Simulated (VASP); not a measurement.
Computed with r2SCAN meta-GGA, VASP's PBE PAW potentials (set 64) (plane waves; VASP). Each cell was relaxed at this level, without spin-orbit coupling.

Which of these comes out without a gap?
(A) CsI, Pm-3m (221)
(B) NaF, Fm-3m (225)
(C) Nb3Sn, Pm-3n (223)
(D) ZnSe, F-43m (216)

C, Nb3Sn, Pm-3n (223). The others have gaps of 4.49 eV (CsI, Pm-3m (221)), 1.89 eV (ZnSe, F-43m (216)), 7.41 eV (NaF, Fm-3m (225)).
